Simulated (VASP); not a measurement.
# WS2 (R3m) in VASP: a series of runs, part 2 of 2

VASP 6.6.1. The steps go on from the part before.

### Step 4. Single point, r2SCAN

Contents of INCAR:

```
  ADDGRID = F
  ALGO = Normal
  EDIFF = 1E-6
  ENCUT = 400
  ISIF = 2
  ISMEAR = 0
  LASPH = T
  LCHARG = F
  LMIXTAU = T
  LREAL = F
  LWAVE = F
  METAGGA = R2SCAN
  NELM = 100
  PREC = Accurate
  SIGMA = 0.5
```

Contents of KPOINTS:

```
k-points
0
Gamma
  5 5 5
```

Contents of POSCAR:

```
WS2
1.0
    1.5790000000      0.9116360751      6.1633333333
   -1.5790000000      0.9116360751      6.1633333333
    0.0000000000     -1.8232721501      6.1633333333
W S
1 2
Direct
    0.0000000000      0.0000000000      0.0000000000
    0.5810000000      0.5810000000      0.5810000000
    0.7503000000      0.7503000000      0.7503000000
```

Potentials or basis: VASP PAW PBE potentials, release 64 (W_sv, S).

Command:

```console
cat potpaw_PBE.64/W_sv/POTCAR potpaw_PBE.64/S/POTCAR > POTCAR
mpirun -np 1 vasp_std > vasp.out
```

OUTCAR:

```text
EDIFF = 1E-6
   ENCUT = 400
   ISIF = 2
   ISMEAR = 0
   LASPH = T
   LREAL = F
   METAGGA = R2SCAN
   NELM = 100
   PREC = Accurate

 Found     19 irreducible k-points:

 Following reciprocal coordinates:
            Coordinates               Weight
  0.000000  0.000000  0.000000      1.000000
  0.200000 -0.000000  0.000000      6.000000
  0.400000  0.000000 -0.000000      6.000000
  0.200000  0.200000  0.000000      6.000000
  0.400000  0.200000  0.000000     12.000000
 -0.400000  0.200000  0.000000     12.000000
   k-points           NKPTS =     19   k-points in BZ     NKDIM =     19   number of bands    NBANDS=     17
   number of dos      NEDOS =    301   number of ions     NIONS =      3
   total plane-waves  NPLWV =  74088
   dimension x,y,z NGX =    42 NGY =   42 NGZ =   42
   dimension x,y,z NGXF=    84 NGYF=   84 NGZF=   84
   ions per type =               1   2
   NGX,Y,Z   is equivalent  to a cutoff of  10.86, 10.86, 10.86 a.u.
   NGXF,Y,Z  is equivalent  to a cutoff of  21.73, 21.73, 21.73 a.u.
 SYSTEM =  unknown system
   PREC   = accura    normal or accurate (medium, high low for compatibility)
   ISTART =      0    job   : 0-new  1-cont  2-samecut
   ICHARG =      2    charge: 1-file 2-atom 10-const
   ISPIN  =      1    spin polarized calculation?
   LNONCOLLINEAR =      F non collinear calculations
   LSORBIT =      F    spin-orbit coupling
   LASPH  =      T    aspherical Exc in radial PAW
   ENCUT  =  400.0 eV  29.40 Ry    5.42 a.u.  10.48 10.48 10.48*2*pi/ulx,y,z
   NELM   =    100;   NELMIN=  2; NELMDL= -5     # of ELM steps
   EDIFF  = 0.1E-05   stopping-criterion for ELM
   LREAL  =      F    real-space projection
   EDIFFG = 0.1E-04   stopping-criterion for IOM
   NSW    =      0    number of steps for IOM
   IBRION =     -1    ionic relax: 0-MD 1-quasi-New 2-CG
   NFREE  =      0    steps in history (QN), initial steepest desc. (CG)
   ISIF   =      2    stress and relaxation
   ISYM   =      2    0-nonsym 1-usesym 2-fastsym
   POTIM  = 0.5000    time-step for ionic-motion
   TEBEG  =    0.0;   TEEND  =   0.0 temperature during run
   PSTRESS=    0.0 pullay stress
   NELECT =      26.0000    total number of electrons
   NUPDOWN=      -1.0000    fix difference up-down
   EMIN   =  10.00;   EMAX   =-10.00  energy-range for DOS
   EFERMI =   0.00;   METHOD = LEGACY
   ISMEAR =     0;   SIGMA  =   0.50  broadening in eV -4-tet -1-fermi 0-gaus
   EFERMI_NEDOS =   21; number of points for ismear=-14 and -15
   IALGO  =     38    algorithm
   IMIX   =      4    mixing-type and parameters
     AMIX     =   0.40;   BMIX     =  1.00
     AMIX_MAG =   1.60;   BMIX_MAG =  1.00
  volume/ion in A,a.u.               =      17.74       119.74
  Fermi-wavevector in a.u.,A,eV,Ry     =   1.289266  2.436359 22.615687  1.662206
  Thomas-Fermi vector in A             =   2.421169
   LORBIT       =      0    0 simple, 1 ext, 2 COOP (PROOUT), +10 PAW based schemes
   METAGGA = R2SCAN    functional components
   LHFCALC =     F    Hartree Fock is set to
   AEXX    =    0.0000 exact exchange contribution
   IVDW    =     0    specifies the selected vdW correction
   LEPSILON=     F    determine dielectric tensor
   LRPA    =     F    only Hartree local field effects (RPA)
 non-spin polarized calculation
 Gauss-broadening in eV      SIGMA  =   0.50
  energy-cutoff  :      400.00
  volume of cell :       53.23
 maximum number of plane-waves:       974
 NGX is ok and might be reduce to    42
   NGX = 21   NGY = 21   NGZ = 21

 number of electron      26.0000002 magnetization

 Free energy of the ion-electron system (eV)
  ---------------------------------------------------
  ext. energy  EPLUGINS =         0.00000000
  ---------------------------------------------------
  free energy    TOTEN  =       -70.04787859 eV

  energy without entropy =      -70.04387839  energy(sigma->0) =      -70.04587849

 E-fermi :   7.8335     XC(G=0): -11.6652

 val. band max:        7.3220047542   @ k =   0.4000   0.4000   0.4000
 cond. band min:       8.5617966769   @ k =  -0.2000   0.2000   0.0000
 fundamental gap:      1.2397919227
 Fermi energy:         7.8335255828

 k-point     1 :       0.0000    0.0000    0.0000
  band No.  band energies     occupation
      1     -69.2536      2.00000
      2     -32.8628      2.00000
      3     -32.6797      2.00000
      4     -32.6797      2.00000
      5      -9.0328      2.00000
      6      -6.9641      2.00000
[... 9 lines left out ...]
     16      10.0422      0.00000
     17      10.0422      0.00000

 k-point     2 :       0.2000   -0.0000    0.0000
  band No.  band energies     occupation
      1     -69.2462      2.00000
      2     -32.8375      2.00000
      3     -32.8155      2.00000
      4     -32.7113      2.00000
      5      -8.3591      2.00000
      6      -6.7731      2.00000
[... 9 lines left out ...]
     16      10.1584      0.00000
     17      10.6733      0.00000
[... 61 lines left out ...]
 k-point     6 :      -0.4000    0.2000    0.0000
  band No.  band energies     occupation
      1     -69.2306      2.00000
      2     -33.0205      2.00000
      3     -32.8536      2.00000
      4     -32.7835      2.00000
      5      -6.4747      2.00000
      6      -6.2382      2.00000
[... 9 lines left out ...]
     16      10.5825      0.00000
     17      12.2158      0.00000

 [... further k-points ...]
[... 5 lines left out ...]
  --------------------------------------------------------------------------------------
  -------------------------------------------------------------------------------------
  Total        1.0527418      1.0527418      0.6355785      0.0000000      0.0000000      0.0000000
  in kB       31.6855984     31.6855984     19.1297477      0.0000000      0.0000000      0.0000000
  external PRESSURE =      27.5003148 kB  Pullay stress =       0.0000000 kB

 VOLUME and BASIS-vectors are now :
 -----------------------------------------------------------------------------
  energy-cutoff  :      400.00
  volume of cell :       53.23
      direct lattice vectors                 reciprocal lattice vectors
     1.579000000  0.911636075  6.163333333     0.316656111  0.182821491  0.054083288
    -1.579000000  0.911636075  6.163333333    -0.316656111  0.182821491  0.054083288
     0.000000000 -1.823272150  6.163333333     0.000000000 -0.365642982  0.054083288

 POSITION                                       TOTAL-FORCE (eV/Angst)
 -----------------------------------------------------------------------------------
      0.00000      0.00000      0.00000         0.000000     -0.000000     -0.616360
      0.00000      0.00000     10.74269         0.000000      0.000000      0.339485
      0.00000      0.00000     13.87305         0.000000      0.000000      0.276875
 -----------------------------------------------------------------------------------
    total drift:                                0.000000     -0.000000     -0.000047

  FREE ENERGIE OF THE ION-ELECTRON SYSTEM (eV)
  ---------------------------------------------------
  free  energy   TOTEN  =       -70.0478785941 eV

  energy  without entropy=      -70.0438783928  energy(sigma->0) =      -70.04587849
```

OSZICAR:

```text
N       E                     dE             d eps       ncg     rms          rms(c)
DAV:   1     0.124238692195E+03    0.12424E+03   -0.11785E+04   646   0.129E+03
DAV:   2    -0.699108737042E+02   -0.19415E+03   -0.19080E+03   830   0.350E+02
DAV:   3    -0.774388721122E+02   -0.75280E+01   -0.73794E+01   825   0.679E+01
DAV:   4    -0.775357225103E+02   -0.96850E-01   -0.96685E-01   846   0.814E+00
DAV:   5    -0.775372849573E+02   -0.15624E-02   -0.15623E-02   828   0.105E+00    0.289E+01
DAV:   6    -0.720738365036E+02    0.54634E+01   -0.68803E+00   725   0.259E+01    0.111E+01
DAV:   7    -0.694930741064E+02    0.25808E+01   -0.21231E+00   741   0.928E+00    0.424E+00
DAV:   8    -0.700200445183E+02   -0.52697E+00   -0.88203E-01   655   0.675E+00    0.289E+00
DAV:   9    -0.700433845098E+02   -0.23340E-01   -0.90305E-02   662   0.214E+00    0.490E-01
DAV:  10    -0.700424680231E+02    0.91649E-03   -0.28435E-02   659   0.131E+00    0.345E-01
DAV:  11    -0.700471867714E+02   -0.47187E-02   -0.48890E-03   661   0.623E-01    0.988E-02
DAV:  12    -0.700477488974E+02   -0.56213E-03   -0.10820E-03   746   0.289E-01    0.560E-02
DAV:  13    -0.700474883799E+02    0.26052E-03   -0.72711E-04   669   0.230E-01    0.454E-02
DAV:  14    -0.700478662880E+02   -0.37791E-03   -0.43033E-04   649   0.171E-01    0.162E-02
DAV:  15    -0.700478773729E+02   -0.11085E-04   -0.10119E-05   761   0.279E-02    0.329E-03
DAV:  16    -0.700478785438E+02   -0.11708E-05   -0.11210E-06   349   0.100E-02    0.458E-03
DAV:  17    -0.700478785941E+02   -0.50349E-07   -0.39285E-07   326   0.591E-03
   1 F= -.70047879E+02 E0= -.70045878E+02  d E =-.400020E-02
```

It took 2.1 min on 1 thread of Intel Xeon Platinum 8488C (Sapphire Rapids), shared host; peak memory 0.28 GiB.

The run converged, but some of its settings lie outside the range that counts as converged, so its numbers aren't taken as properties of the crystal.

Results:

```
Free energy            : -70.0479 eV
Pressure               : 2.8 GPa
Largest force          : 0.616 eV/Å
Band gap on the k mesh : 1.24 eV, indirect (least direct gap 2.48 eV)
```

Caveat: the k mesh is coarse (spacing up to 0.46 Å⁻¹), so the values aren't converged; the PAW data sets were made with another functional, which shifts forces and pressure a little; spin-orbit coupling is left out, which moves the levels of the heavy elements; an odd mesh through Γ misses points on the zone boundary, where band edges often lie.
